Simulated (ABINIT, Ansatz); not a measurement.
Given: the input of a run of Ansatz 0.2.0 on HfO2. Measurements of this composition are mostly on another form, of space group No. 14.

File input.yaml:

```yaml
crystal:
  lattice:
    - [5.21946336, 0.0, 0.0]
    - [0.0, 5.00476369, 0.0]
    - [0.0, 0.0, 5.03268505]
  atoms:
    - { symbol: Hf, position: [0.966994, 0.73252082, 0.74144035] }
    - { symbol: Hf, position: [0.533006, 0.73252082, 0.24144035] }
    - { symbol: Hf, position: [0.466994, 0.26747918, 0.74144035] }
    - { symbol: Hf, position: [0.033006, 0.26747918, 0.24144035] }
    - { symbol: O, position: [0.63212745, 0.9286454, 0.87926726] }
    - { symbol: O, position: [0.86787255, 0.9286454, 0.37926726] }
    - { symbol: O, position: [0.23394852, 0.53988305, 0.49229239] }
    - { symbol: O, position: [0.26605148, 0.53988305, 0.99229239] }
    - { symbol: O, position: [0.76605148, 0.46011695, 0.99229239] }
    - { symbol: O, position: [0.73394852, 0.46011695, 0.49229239] }
    - { symbol: O, position: [0.13212745, 0.0713546, 0.87926726] }
    - { symbol: O, position: [0.36787255, 0.0713546, 0.37926726] }
kpoints:
  mp_grid: { grid: [5, 6, 5] }
scf:
  occupations: { method: fermi_dirac, width: 0.05 }
hamiltonian:
  xc: pbe
  pseudopotentials: { kind: all_electron, lapw: { basis_error: 0.001 } }
output:
  forces: true
  stress: true
  eigenvalues: true
  populations: true
```

Potentials or basis: all-electron LAPW, scalar-relativistic.

Run with:

```bash
$ ansatz run input.yaml --threads 8 --pin off --max-ram 20480MiB --backend cpu --events-out ev --progress --plain --runs-dir out
```

Problem. Set up the same calculation for ABINIT 10.8.3 (patched build). Potentials or basis there: JTH PAW PBE v2.0, cutoff 626 eV.

Solution. As run (cutoffs and basis follow the program's own potentials, and thresholds, step limits or extra output files can differ):

Contents of run.abi:

```
# Pseudopotentials
pp_dirpath "./"
pseudos "Hf.GGA_PBE-JTH.xml, O.GGA_PBE-JTH.xml"

# Structure
acell 5.21946336 5.00476369 5.03268505 Angstrom
rprim
     1.0000000000     0.0000000000     0.0000000000
     0.0000000000     1.0000000000     0.0000000000
     0.0000000000     0.0000000000     1.0000000000
ntypat 2
znucl 72 8
natom 12
typat 1 1 1 1 2 2 2 2 2 2 2 2
xred
     0.9669940000     0.7325208200     0.7414403500
     0.5330060000     0.7325208200     0.2414403500
     0.4669940000     0.2674791800     0.7414403500
     0.0330060000     0.2674791800     0.2414403500
     0.6321274500     0.9286454000     0.8792672600
     0.8678725500     0.9286454000     0.3792672600
     0.2339485200     0.5398830500     0.4922923900
     0.2660514800     0.5398830500     0.9922923900
     0.7660514800     0.4601169500     0.9922923900
     0.7339485200     0.4601169500     0.4922923900
     0.1321274500     0.0713546000     0.8792672600
     0.3678725500     0.0713546000     0.3792672600
chkprim 0
chksymtnons 0
tolsym 1.0e-6

# Plane-wave basis
ecut 23.0
pawecutdg 45.0
pawxcdev 0

# k points
kptopt 1
ngkpt 5 6 5
nshiftk 1
shiftk 0.0 0.0 0.0

# Exchange and correlation
ixc 11

# Bands and occupations
nband 58
occopt 3
tsmear 0.00183747

# SCF cycle
nstep 100
tolvrs 1.0e-9

# Output
iomode 3
prtwf 0
prtden 0
prteig 0
prtebands 0
```

Potentials or basis: JTH PAW PBE v2.0.

Launch:

```bash
$ abinit run.abi > log 2>&1
```

Both were run:

|  | Ansatz | ABINIT |
| --- | --- | --- |
| Pressure | 9.8 GPa | 6.7 GPa |

Where Ansatz's input types no cutoff or centring, it takes its own default and a Γ-centred mesh.

The two runs disagree by more than potentials and bases usually give (in gap, levels, pressure or energy); the cause wasn't traced.

Pressure is positive in compression.
